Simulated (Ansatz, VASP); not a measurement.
**Two plane-wave programs on Ir**

INCAR

```
PREC     = Accurate       # precision mode
ENCUT    = 520            # plane-wave cutoff, eV
EDIFF    = 1E-6           # SCF threshold, eV
ISMEAR   = -1             # smearing method
SIGMA    = 0.1            # smearing width, eV
LREAL    = F              # projectors in reciprocal space
LASPH    = T              # aspherical terms in the spheres
NELM     = 150            # most SCF steps
ALGO     = Fast           # electronic algorithm
ISIF     = 2              # what is computed and relaxed
LWAVE    = F              # write WAVECAR
LCHARG   = F              # write CHGCAR
MAGMOM   = 0 0 0 0 0 0    # initial moments
LORBIT   = 11             # projections on sites
LSORBIT  = T              # spin-orbit coupling
GGA_COMPAT= F            
LORBMOM  = T            
LMAXMIX  = 4              # l up to which the mixer works
NBANDS   = 30             # bands
```

The input KPOINTS:

```
Automatic mesh
0
Gamma
  13 13 7
```

POSCAR

```
Ir
1.0
    2.7052972923      0.0000000000      0.0000000000
   -1.3526486461      2.3428561799      0.0000000000
    0.0000000000      0.0000000000      4.3910547252
Ir
2
Direct
    0.3333333333      0.6666666667      0.2500000000
    0.6666666667      0.3333333333      0.7500000000
```

Input for Ansatz:

```yaml
crystal:
  lattice:
    - [2.7052972923, 0.0, 0.0]
    - [-1.3526486461, 2.3428561799, 0.0]
    - [0.0, 0.0, 4.3910547252]
  atoms:
    - { symbol: Ir, position: [0.3333333333, 0.6666666667, 0.25] }
    - { symbol: Ir, position: [0.6666666667, 0.3333333333, 0.75] }
hamiltonian:
  xc: lda
  pseudopotentials:
    kind: paw_fr
    azcp:
      Ir: "pseudopotentials/Ir.paw.azcp"
basis:
  ecutwfc: 420
  fft_grid_basis: typed
kpoints:
  mp_grid: { grid: [13, 13, 7], shift: [0, 0, 0] }
magnetization:
  noncollinear: true
  spin_orbit: true
scf:
  occupations: { method: fermi_dirac, width: 0.1 }
```

Alike in both runs: task single point; functional LDA; k mesh 13 × 13 × 7; occupations fermi-dirac, width 0.1 eV; non-collinear spin, spin-orbit coupling.

```csv
,VASP,Ansatz
version,VASP 6.6.1,Ansatz 0.2.0
potentials or method,"VASP PAW LDA potentials, release 64 (Ir)","plane waves (420 eV) with PAW, fully relativistic with spin-orbit coupling"
plane-wave cutoff (eV),520,420
valence electrons in the cell,18,34
```

|  | VASP | Ansatz | Ansatz less VASP |
| --- | --- | --- | --- |
| net moment per atom (μB) | 0.00 | 0.00 | 0.000 |

The two sets of potentials don't hold the same shells in valence. Ansatz warned: «pseudo_functional_mismatch».
